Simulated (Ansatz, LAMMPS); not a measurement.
# Al2O3 with crystalline order left by the classical run (155 atoms) under strain

How stiff is Al2O3 with crystalline order left by the classical run (155 atoms), and how do its levels respond to strain?

Main program and level: Ansatz 0.2.0; Kohn-Sham DFT, PBE, PAW (set soft_1), plane waves.

## (1) The starting structure

The cell holds 155 atoms: 62 Al and 93 O. Cell: a = 11.340 Å, b = 11.340 Å, c = 11.340 Å, α = 90.0°, β = 90.0°, γ = 90.0°. 155 atoms (62 Al, 93 O) placed at random at 3.6 g/cm³, melted at 5000 K for 10 ps at fixed volume with the Morse and Coulomb pair potential with partial charges (Pedone, Malavasi, Menziani, Cormack and Segre, J. Phys. Chem. B 110, 11780 (2006)). Quenched from 5000 K to 300 K at 20 K/ps and fixed volume, held 5 ps, then minimised at fixed cell.

What the set-up can't give: The quench rate of 20 K/ps is orders of magnitude faster than experiment, which tends to freeze in extra defects. The network of bonds at the start is that of the classical potential that made the cell, and needn't be the one that DFT or experiment would give. The Brillouin zone is sampled at Γ only.

## (2) Single point at the start

The forces at the start show how far the geometry lies from a minimum of this functional.

input.yaml

```yaml
crystal:
  lattice:
    - [11.3402, 0.0, 0.0]
    - [0.0, 11.3402, 0.0]
    - [0.0, 0.0, 11.3402]
  atoms:
    - { symbol: Al, position: [0.2753, 0.71622, 0.25129] }
    - { symbol: Al, position: [0.59084, 0.65857, 0.3361] }
    - { symbol: Al, position: [0.83381, 0.1439, 0.60397] }
    - { symbol: Al, position: [0.01082, 0.78214, 0.51867] }
    - { symbol: Al, position: [0.54992, 0.50673, 0.56435] }
    - { symbol: Al, position: [0.39747, 0.45847, 0.15159] }
    - { symbol: Al, position: [0.77221, 0.27565, 0.90916] }
    - { symbol: Al, position: [0.1022, 0.07657, 0.11857] }
    - { symbol: Al, position: [0.47082, 0.11201, 0.87087] }
    - { symbol: Al, position: [0.95528, 0.38836, 0.77289] }
    - { symbol: Al, position: [0.98461, 0.66903, 0.79339] }
    - { symbol: Al, position: [0.80855, 0.65011, 0.61917] }
    - { symbol: Al, position: [0.59123, 0.59283, 0.01342] }
    - { symbol: Al, position: [0.33264, 0.524, 0.45879] }
    - { symbol: Al, position: [0.6608, 0.51443, 0.772] }
    - { symbol: Al, position: [0.18224, 0.97316, 0.36015] }
    - { symbol: Al, position: [0.9126, 0.06641, 0.33135] }
    - { symbol: Al, position: [0.81311, 0.40842, 0.59043] }
    - { symbol: Al, position: [0.48827, 0.76997, 0.14424] }
    - { symbol: Al, position: [0.47339, 0.37765, 0.88517] }
    - { symbol: Al, position: [0.65217, 0.0049, 0.74624] }
    - { symbol: Al, position: [0.93054, 0.03861, 0.85306] }
    - { symbol: Al, position: [0.17686, 0.17769, 0.80152] }
    - { symbol: Al, position: [0.56442, 0.76894, 0.60977] }
    - { symbol: Al, position: [0.57049, 0.25376, 0.10864] }
    - { symbol: Al, position: [0.8406, 0.88787, 0.65224] }
    - { symbol: Al, position: [0.09447, 0.0234, 0.62185] }
    - { symbol: Al, position: [0.20294, 0.46906, 0.8623] }
    - { symbol: Al, position: [0.74676, 0.26371, 0.36612] }
    - { symbol: Al, position: [0.2964, 0.69272, 0.00056] }
    - { symbol: Al, position: [0.28088, 0.18311, 0.49873] }
    - { symbol: Al, position: [0.28734, 0.75157, 0.52817] }
    [... 117 atom lines left out ...]
    - { symbol: O, position: [0.53892, 0.13115, 0.19949] }
    - { symbol: O, position: [0.32764, 0.59573, 0.12805] }
    - { symbol: O, position: [0.12278, 0.38428, 0.24378] }
    - { symbol: O, position: [0.32914, 0.07668, 0.10144] }
    - { symbol: O, position: [0.99409, 0.15009, 0.5831] }
    - { symbol: O, position: [0.67373, 0.62195, 0.87958] }
kpoints:
  mp_grid: { grid: [1, 1, 1] }
hamiltonian:
  xc: pbe
  pseudopotentials: { kind: paw, azcp: { folder: soft_1 } }
scf:
  occupations: { method: fixed }
output:
  forces: true
```

The run is started by

```bash
$ ansatz run input.yaml --threads 4 --pin off --max-ram 8192MiB --backend cpu --events-out ev --progress --plain --runs-dir out
```

Numbers of over 12 decimals in the logs are rounded to 6 here.

The program printed:

```text
Engine: ansatz 0.2.0, x86_64-unknown-linux-gnu
Pseudopotentials: kind: paw
Pseudopotential: Al, paw, valence charge 3, recommended cutoff 420 eV (normal), soft_1/Al.paw.azcp
Pseudopotential: O, paw, valence charge 6, recommended cutoff 420 eV (normal), soft_1/O.paw.azcp
[... 5 lines on functional and potentials left out ...]
Crystal: 155 atoms, lattice volume = 1458.351 Å³
Basis set: ecut = 420 eV, 28425 PW (Γ), exchange–correlation on 160×160×160 points (8 copies of the dense FFT grid, shifted against one another)
Bands: 527, of which v1, the nominal top of the filled ones, is band 372 counted from 1 (371 counted from 0)
Symmetry: 1 space group operations
Space group: P1 (ITA 1), of the structure as read, at distance tolerance 1.1e-4 Å
k-points: 1
[... 5 lines on functional and potentials left out ...]
Initial density: superposition of atomic densities (chi_scale 0.1, normalization cell, long waves kept (reshape's long-wave potential 0.05 eV rms))
Initial wavefunctions: pseudopotential atomic-orbital guess
Functional: x = pbe(κ = 0.804, μ = 0.219515), c = pbe(β = 0.066725)
SCF iter   1: F=—  HF=-86378.916547 eV  |F-HF|=—  |Δ(HF+E_count)|=         —  Δρ=1.34e-1  dr2=2.55e2  ethr=3.10e-3  ⟨swp⟩=5.0  Hψ=1574  notcnv=0  defer=148
preconditioner: auto → Resta (q_TF=auto, 2.439 Å⁻¹)  ε∞=3.3  [insulator: Δε(μ)=5.639 eV  Ē_g=17.583 eV  n_scr=364 (ndim 8)  ℏωp=26.5 eV  f_vac=0.000  ε∞_Penn≈3.3]
SCF iter   2: F=—  HF=-86311.283974 eV  |F-HF|=—  |Δ(HF+E_count)|=    6.76e1  Δρ=4.50e-2  dr2=1.52e1  ethr=3.10e-3  ⟨swp⟩=4.0  Hψ=1191  notcnv=0  defer=150
SCF iter   3: F=—  HF=-86309.239051 eV  |F-HF|=—  |Δ(HF+E_count)|=    2.04e0  Δρ=2.27e-2  dr2=4.67e0  ethr=2.04e-3  ⟨swp⟩=2.0  Hψ=382  notcnv=0  defer=113
automatic band count: iteration 3 solves 488 bands in place of 527: the levels show a gap, and the empty bands left out lie too high to hold charge; the band table lists the bands solved (type scf.n_extra_bands for more)
SCF iter   4: F=—  HF=-86309.113636 eV  |F-HF|=—  |Δ(HF+E_count)|=   1.25e-1  Δρ=2.99e-3  dr2=8.80e-2  ethr=6.27e-4  ⟨swp⟩=4.0  Hψ=755  notcnv=0  defer=114
SCF iter   5: F=—  HF=-86309.127380 eV  |F-HF|=—  |Δ(HF+E_count)|=   1.37e-2  Δρ=1.33e-3  dr2=1.78e-2  ethr=1.18e-5  ⟨swp⟩=3.0  Hψ=801  notcnv=0  defer=114
SCF iter   6: F=—  HF=-86309.135217 eV  |F-HF|=—  |Δ(HF+E_count)|=   7.84e-3  Δρ=4.18e-4  dr2=1.92e-3  ethr=2.40e-6  ⟨swp⟩=2.0  Hψ=681  notcnv=0  defer=114
SCF iter   7: F=—  HF=-86309.136960 eV  |F-HF|=—  |Δ(HF+E_count)|=   1.74e-3  Δρ=2.22e-4  dr2=5.43e-4  ethr=2.59e-7  ⟨swp⟩=2.0  Hψ=753  notcnv=0  defer=114
SCF iter   8: F=—  HF=-86309.136996 eV  |F-HF|=—  |Δ(HF+E_count)|=   3.60e-5  Δρ=3.15e-5  dr2=1.48e-5  ethr=7.30e-8  ⟨swp⟩=2.0  Hψ=677  notcnv=0  defer=111
SCF iter   9: F=—  HF=-86309.135272 eV  |F-HF|=—  |Δ(HF+E_count)|=   1.72e-3  Δρ=2.24e-5  dr2=5.28e-6  ethr=1.99e-9  ⟨swp⟩=2.0  Hψ=751  notcnv=0  defer=109
SCF iter  10: F=—  HF=-86309.135272 eV  |F-HF|=—  |Δ(HF+E_count)|=   4.65e-7  Δρ=6.63e-6  dr2=5.16e-7  ethr=7.10e-10  ⟨swp⟩=2.0  Hψ=738  notcnv=0  defer=109
SCF iter  11: F=-86309.135272 eV  HF=-86309.135272 eV  |F-HF|=3.23e-8  |Δ(HF+E_count)|=   2.09e-7  Δρ=1.93e-6  dr2=5.65e-8  ethr=1.34e-11  ⟨swp⟩=4.0  Hψ=1512  notcnv=0
SCF 1 converged in 11 iterations: F = -86309.135272 eV  dr2 = 5.65e-8
  greatest PAW one-centre occupation: 0.865 electrons in one spin orbital (limit 2), on the O atom at site 78 (counted from 0), in its partial waves of l = 0
SCF converged after 11 iterations
Free energy (F): -86309.135272 eV
Harris-Foulkes:  -86309.135272 eV  (|F-HF|=3.23e-8)
Internal energy: -86309.135272 eV  (E = F + TS)
E sigma→0 (E₀):  -86309.135272 eV
Fermi energy:    7.258827 eV
--- Per-component energies (eV) ---
  E_band       = 143.856993
  E_kinetic    = 17604.724843
  E_local      = -33454.188329  (includes V_loc(G=0)·N_el)
  E_nonlocal   = 5464.926762
  E_hartree    = 12681.854950
  E_xc         = -9144.892573
  E_vxc        = -10506.199432  (∫ρ·V_xc dr)
  E_paw        = -44303.978835  (= ΣΔE_a)
  E_vpaw       = -4329.172745  (= ΣTr[D̂ρ^β])
  E_aug_tail   = 0.073483  (compensation charges beyond the density's cutoff)
  E_ewald      = -35157.655573
  E_smearing   = -0.000000  (= −TS)
  E_closure    = 0.000000  (closes the sum)
  Σ components = -86309.135272   (vs F -86309.135272, Δ=0.00e0)
--- Forces (eV/Å), atoms counted from 1 ---
  atom   1  Al     0.22220393    -0.40394568    -0.41901237
  atom   2  Al    -0.19429298    -0.09340689    -0.06957888
  atom   3  Al    -0.25237630     0.06650695    -0.29294529
  atom   4  Al    -0.11393751     0.09722454     0.21317359
  atom   5  Al    -0.35449234     0.01676757     0.35381203
  atom   6  Al     0.30582172    -0.44346984    -0.02852289
  atom   7  Al    -0.11417774    -0.17295436    -0.81244993
  atom   8  Al     0.17716287     0.04233788    -0.04718282
  atom   9  Al     0.37045978     0.09330342    -0.70566059
  atom  10  Al    -0.24415871     0.19572016    -0.48962616
  atom  11  Al    -0.41481232    -0.17723148    -0.82694115
  atom  12  Al     0.40490165    -0.25653366     0.48415147
  atom  13  Al     0.10520298     0.34273616    -0.04282691
  atom  14  Al     0.60897667    -0.28633998     0.34491411
[...]
atom 154  O      0.12029590    -0.48872976     0.39649415
  atom 155  O      0.11552201     0.66868088     0.58787646
  max |Σ_I F_I| component: 4.97e-5 eV/Å
```

The job ended after 13 s (4 threads of Intel Xeon Platinum 8488C (Sapphire Rapids), shared host; peak memory 2.1 GiB).

The r.m.s. force at the start is 0.44 eV/Å.

## (3) Cell and atoms relaxed

The cell is relaxed with the atoms, since the starting lattice needn't suit this functional.

input.yaml

```yaml
crystal:
  lattice:
    - [11.3402, 0.0, 0.0]
    - [0.0, 11.3402, 0.0]
    - [0.0, 0.0, 11.3402]
  atoms:
    [... the 155 atom lines of step 2 ...]
kpoints:
  mp_grid: { grid: [1, 1, 1] }
hamiltonian:
  xc: pbe
  pseudopotentials: { kind: paw, azcp: { folder: soft_1 } }
scf:
  occupations: { method: fixed }
output:
  forces: true
relax:
  f_tol: 0.05
  max_steps: 150
  cell: {}
```

The program printed:

```text
[...]
Crystal: 155 atoms, lattice volume = 1458.351 Å³
Basis set: ecut = 420 eV, 28425 PW (Γ), exchange–correlation on 160×160×160 points (8 copies of the dense FFT grid, shifted against one another)
Bands: 527, of which v1, the nominal top of the filled ones, is band 372 counted from 1 (371 counted from 0)
Symmetry: 1 space group operations
[...]
k-points: 1
[...]
SCF iter   1: F=—  HF=-86378.916547 eV  |F-HF|=—  |Δ(HF+E_count)|=         —  Δρ=1.34e-1  dr2=2.55e2  ethr=3.10e-3  ⟨swp⟩=5.0  Hψ=1574  notcnv=0  defer=148
[...]
SCF iter   5: F=—  HF=-86309.127365 eV  |F-HF|=—  |Δ(HF+E_count)|=   1.37e-2  Δρ=1.33e-3  dr2=1.78e-2  ethr=1.18e-5  ⟨swp⟩=3.0  Hψ=801  notcnv=0  defer=114
[...]
SCF iter  10: F=—  HF=-86309.135272 eV  |F-HF|=—  |Δ(HF+E_count)|=   4.66e-7  Δρ=6.63e-6  dr2=5.16e-7  ethr=7.10e-10  ⟨swp⟩=2.0  Hψ=738  notcnv=0  defer=109
SCF iter  11: F=-86309.135272 eV  HF=-86309.135272 eV  |F-HF|=3.24e-8  |Δ(HF+E_count)|=   2.10e-7  Δρ=1.93e-6  dr2=5.65e-8  ethr=1.34e-11  ⟨swp⟩=4.0  Hψ=1512  notcnv=0
SCF 1 converged in 11 iterations: F = -86309.135272 eV  dr2 = 5.65e-8
[...]
relax step   1: F+E_penalty+E_count = -86309.13527223 eV  Δ(F+E_penalty+E_count) = +0.000e0 eV  max|allowed force component| = 1.248e0 eV/Å  Δτ_max = 0.0000 Å  P = +5.509 GPa  Ω = 1458.351 Å³  (11 SCF iters, dr2 threshold 1.00e-7 eV, accepted)
[... from here on, the SCF cycles and remarks between the steps are left out ...]
relax step   2: F+E_penalty+E_count = -86311.38277304 eV  Δ(F+E_penalty+E_count) = -2.248e0 eV  max|allowed force component| = 8.237e-1 eV/Å  Δτ_max = 0.0478 Å  P = +2.917 GPa  Ω = 1470.997 Å³  energy of the carried Pulay correction = -3.585e-2 eV  (6 SCF iters, dr2 threshold 1.55e-5 eV, accepted)
relax step   3: F+E_penalty+E_count = -86313.80963620 eV  Δ(F+E_penalty+E_count) = -2.427e0 eV  max|allowed force component| = 2.370e-1 eV/Å  Δτ_max = 0.2000 Å  P = -0.185 GPa  Ω = 1470.399 Å³  energy of the carried Pulay correction = -3.416e-2 eV  (7 SCF iters, dr2 threshold 1.55e-5 eV, accepted)
relax step   4: F+E_penalty+E_count = -86314.18301361 eV  Δ(F+E_penalty+E_count) = -3.734e-1 eV  max|allowed force component| = 1.431e-1 eV/Å  Δτ_max = 0.2000 Å  P = +0.029 GPa  Ω = 1462.423 Å³  energy of the carried Pulay correction = -1.158e-2 eV  (7 SCF iters, dr2 threshold 3.51e-6 eV, accepted)
relax step   5: F+E_penalty+E_count = -86314.31140510 eV  Δ(F+E_penalty+E_count) = -1.284e-1 eV  max|allowed force component| = 1.125e-1 eV/Å  Δτ_max = 0.2000 Å  P = -0.005 GPa  Ω = 1462.092 Å³  energy of the carried Pulay correction = -1.064e-2 eV  (8 SCF iters, dr2 threshold 1.28e-6 eV, accepted)
relax step   6: F+E_penalty+E_count = -86314.40416692 eV  Δ(F+E_penalty+E_count) = -9.276e-2 eV  max|allowed force component| = 1.162e-1 eV/Å  Δτ_max = 0.2000 Å  P = +0.044 GPa  Ω = 1462.697 Å³  energy of the carried Pulay correction = -1.236e-2 eV  (8 SCF iters, dr2 threshold 7.91e-7 eV, accepted)
relax step   7: F+E_penalty+E_count = -86314.31603527 eV  Δ(F+E_penalty+E_count) = +8.813e-2 eV  max|allowed force component| = 6.216e-1 eV/Å  Δτ_max = 0.1950 Å  P = -0.130 GPa  Ω = 1465.221 Å³  energy of the carried Pulay correction = -1.952e-2 eV  (8 SCF iters, dr2 threshold 8.44e-7 eV, rejected (line search))
relax step   8: F+E_penalty+E_count = -86314.44324782 eV  Δ(F+E_penalty+E_count) = -3.908e-2 eV  max|allowed force component| = 6.648e-2 eV/Å  Δτ_max = 0.0975 Å  P = +0.009 GPa  Ω = 1462.683 Å³  energy of the carried Pulay correction = -1.232e-2 eV  (11 SCF iters, accepted)
relax step   9: F+E_penalty+E_count = -86314.46452259 eV  Δ(F+E_penalty+E_count) = -2.127e-2 eV  max|allowed force component| = 2.158e-1 eV/Å  Δτ_max = 0.0991 Å  P = +0.022 GPa  Ω = 1461.888 Å³  energy of the carried Pulay correction = -1.006e-2 eV  (8 SCF iters, dr2 threshold 2.76e-7 eV, accepted)
relax step  10: F+E_penalty+E_count = -86314.53687857 eV  Δ(F+E_penalty+E_count) = -7.236e-2 eV  max|allowed force component| = 1.888e-1 eV/Å  Δτ_max = 0.1500 Å  P = -0.043 GPa  Ω = 1461.181 Å³  energy of the carried Pulay correction = -8.048e-3 eV  (7 SCF iters, dr2 threshold 2.91e-6 eV, accepted)
relax step  11: F+E_penalty+E_count = -86314.46395800 eV  Δ(F+E_penalty+E_count) = +7.292e-2 eV  max|allowed force component| = 1.049e0 eV/Å  Δτ_max = 0.1950 Å  P = +0.198 GPa  Ω = 1459.574 Å³  energy of the carried Pulay correction = -3.481e-3 eV  (7 SCF iters, dr2 threshold 2.23e-6 eV, rejected (line search))
relax step  12: F+E_penalty+E_count = -86314.59626670 eV  Δ(F+E_penalty+E_count) = -5.939e-2 eV  max|allowed force component| = 2.081e-1 eV/Å  Δτ_max = 0.0975 Å  P = -0.020 GPa  Ω = 1461.193 Å³  energy of the carried Pulay correction = -8.083e-3 eV  (10 SCF iters, accepted)
relax step  13: F+E_penalty+E_count = -86314.64287728 eV  Δ(F+E_penalty+E_count) = -4.661e-2 eV  max|allowed force component| = 1.273e-1 eV/Å  Δτ_max = 0.1000 Å  P = -0.007 GPa  Ω = 1461.481 Å³  energy of the carried Pulay correction = -8.902e-3 eV  (6 SCF iters, dr2 threshold 2.71e-6 eV, accepted)
relax step  14: F+E_penalty+E_count = -86314.67560624 eV  Δ(F+E_penalty+E_count) = -3.273e-2 eV  max|allowed force component| = 5.725e-2 eV/Å  Δτ_max = 0.1500 Å  P = +0.015 GPa  Ω = 1461.893 Å³  energy of the carried Pulay correction = -1.007e-2 eV  (7 SCF iters, dr2 threshold 1.01e-6 eV, accepted)
relax step  15: F+E_penalty+E_count = -86314.68281280 eV  Δ(F+E_penalty+E_count) = -7.207e-3 eV  max|allowed force component| = 2.265e-2 eV/Å  Δτ_max = 0.0573 Å  P = -0.007 GPa  Ω = 1461.531 Å³  energy of the carried Pulay correction = -9.044e-3 eV  (7 SCF iters, dr2 threshold 2.05e-7 eV, accepted)
relax step  16: F+E_penalty+E_count = -86314.90513158 eV  Δ(F+E_penalty+E_count) = -2.223e-1 eV  max|allowed force component| = 2.265e-2 eV/Å  Δτ_max = 0.0000 Å  P = +0.216 GPa  Ω = 1461.531 Å³  stress off target by 6.94e-1 GPa  SCF on the basis re-selected at this cell (its energy is not comparable with the rows above)  (7 SCF iters)
relax step  17: F+E_penalty+E_count = -86314.91273174 eV  Δ(F+E_penalty+E_count) = -7.600e-3 eV  max|allowed force component| = 1.739e-2 eV/Å  Δτ_max = 0.0330 Å  P = -0.045 GPa  Ω = 1463.707 Å³  energy of the carried Pulay correction = -6.191e-3 eV  (6 SCF iters, dr2 threshold 1.20e-6 eV, accepted)
relax step  18: F+E_penalty+E_count = -86314.91515956 eV  Δ(F+E_penalty+E_count) = -2.428e-3 eV  max|allowed force component| = 8.262e-3 eV/Å  Δτ_max = 0.0076 Å  P = +0.012 GPa  Ω = 1463.024 Å³  energy of the carried Pulay correction = -4.282e-3 eV  (7 SCF iters, dr2 threshold 1.75e-8 eV, accepted)
relax step  19: F+E_penalty+E_count = -86314.91875522 eV  Δ(F+E_penalty+E_count) = -3.596e-3 eV  max|allowed force component| = 8.293e-3 eV/Å  Δτ_max = 0.0000 Å  P = +0.013 GPa  Ω = 1463.024 Å³  stress off target by 4.56e-2 GPa  SCF on the basis re-selected at this cell (its energy is not comparable with the rows above)  (5 SCF iters)
[...]
SCF converged after 5 iterations
Free energy (F): -86314.918755 eV
[...]
Internal energy: -86314.918755 eV  (E = F + TS)
E sigma→0 (E₀):  -86314.918755 eV
Fermi energy:    7.230419 eV
[...]
Σ components = -86314.918755   (vs F -86314.918755, Δ=0.00e0)
--- Forces (eV/Å), atoms counted from 1 ---
  atom   1  Al     0.00152625    -0.00183848     0.00089179
  atom   2  Al    -0.00107265     0.00137738     0.00223256
  atom   3  Al     0.00019080    -0.00033840     0.00025843
  atom   4  Al     0.00108027    -0.00148380    -0.00617633
[...]
atom 155  O      0.00036079     0.00161869     0.00000149
  max |Σ_I F_I| component: 2.45e-4 eV/Å
--- Stress (GPa, compression-positive) ---
        0.002260      -0.009798      -0.005721
       -0.009797      -0.003183       0.012035
       -0.005726       0.012030       0.041024
  P = ⅓ Tr σ = 0.0134 GPa (0.134 kbar)
--- Relaxed structure (17 steps of the walk, 15 accepted, 2 SCFs on fresh bases) ---
  F+E_penalty+E_count = -86314.91875522 eV   max|allowed force component| = 8.293e-3 eV/Å   (the final SCF, on the basis selected at the relaxed cell)
  cell:  # Å, volume = 1463.0236 Å³
    - [11.193848, -0.347959, -0.00855981]
    - [-0.347959, 10.997335, 0.246309]
    - [-0.00855981, 0.246309, 11.901815]
  atoms:
    - { symbol: Al, position: [0.270934, 0.785793, 0.263399] }
    - { symbol: Al, position: [0.607283, 0.658924, 0.361957] }
    - { symbol: Al, position: [0.837326, 0.151840, 0.603555] }
    - { symbol: Al, position: [-0.00440985, 0.815565, 0.489343] }
[...]
- { symbol: O, position: [0.670800, 0.629973, 0.874292] }
```

The job ended after 3.6 min (4 threads; peak memory 2.1 GiB).

The relaxation converged after 17 steps, with a largest force component of 0.0083 eV/Å.

(Part 1 of 3 ends here.)

[Logs are printed without paths, hosts, clocks, repeated set-up lines and the standing remarks that a program may print on its own settings, such as how far it seeks lower states.]

[Hosts, paths, dates, database ids (printed as entryN), source tags and the programs' standing remarks are cut or masked in the printed files.]
